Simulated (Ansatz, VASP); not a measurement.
Given: the input of a run of VASP 6.6.1 on Sb.

The input POSCAR:

```
Sb
1.0
    3.2015837161      0.0000000000      0.0000000000
    0.0000000000      3.2015837161      0.0000000000
    0.0000000000      0.0000000000      3.2015837161
Sb
1
Direct
    0.0000000000      0.0000000000      0.0000000000
```

The input INCAR.step1:

```
  PREC = Accurate
  ENCUT = 520
  ISMEAR = -1
  SIGMA = 0.05
  LREAL = False
  LASPH = True
  NELM = 80
  NBANDS = 8
  GGA = PE
  ALGO = Normal
  EDIFF = 1E-4
  LWAVE = True
  LCHARG = False
```

Contents of INCAR.step2:

```
  PREC = Accurate
  ENCUT = 520
  EDIFF = 1E-6
  ISMEAR = -1
  SIGMA = 0.05
  LREAL = False
  LASPH = True
  NELM = 80
  ALGO = Normal
  ISIF = 2
  LWAVE = False
  LCHARG = False
  METAGGA = R2SCAN
  LMIXTAU = True
  NBANDS = 8
  ISTART = 1
```

File KPOINTS:

```
Automatic mesh
0
Gamma
  8 8 8
```

Potentials or basis: VASP PAW PBE potentials, release 64 (Sb).

Command:

```sh
$ cat potpaw_PBE.64/Sb/POTCAR > POTCAR
$ cp INCAR.step1 INCAR
$ mpirun -np 1 vasp_std > vasp.out
$ cp INCAR.step2 INCAR
$ mpirun -np 1 vasp_std > vasp.out
```

Problem. Set up the same calculation for Ansatz 0.2.0. Potentials there: Ansatz PAW.

Solution. As run (the cutoff follows the program's own potentials):

Contents of input.yaml:

```yaml
crystal:
  lattice:
    - [3.2015837161, 0.0, 0.0]
    - [0.0, 3.2015837161, 0.0]
    - [0.0, 0.0, 3.2015837161]
  atoms:
    - { symbol: Sb, position: [0.0, 0.0, 0.0] }
hamiltonian:
  xc: r2scan
  pseudopotentials: { kind: paw }
kpoints:
  mp_grid: { grid: [8, 8, 8] }
scf:
  occupations: { method: fermi_dirac, width: 0.05 }
output:
  forces: true
  stress: true
  eigenvalues: true
```

Potentials or basis: Ansatz PAW.

Command:

```sh
$ ansatz run input.yaml --threads 2 --pin off --max-ram 5632MiB --backend cpu --events-out ev --progress --plain --runs-dir out
```

Both were run:

|  | VASP | Ansatz | Ansatz less VASP |
| --- | --- | --- | --- |
| gap on the k mesh at the Fermi level (eV) | none | none | - |
| pressure (GPa) | -5.0 | -5.0 | +0.03 |

A gap of «none» marks a metal or a gap that the smearing closes. The two sets of potentials don't hold the same shells in valence.

Caveats: the PAW data sets were made with another functional, which shifts forces and pressure a little (VASP); the PAW data sets come from PBE, with cores solved anew for the run's functional, which leaves a small shift of forces and pressure (Ansatz). Spin-orbit coupling is left out, which matters for the levels of Sb.
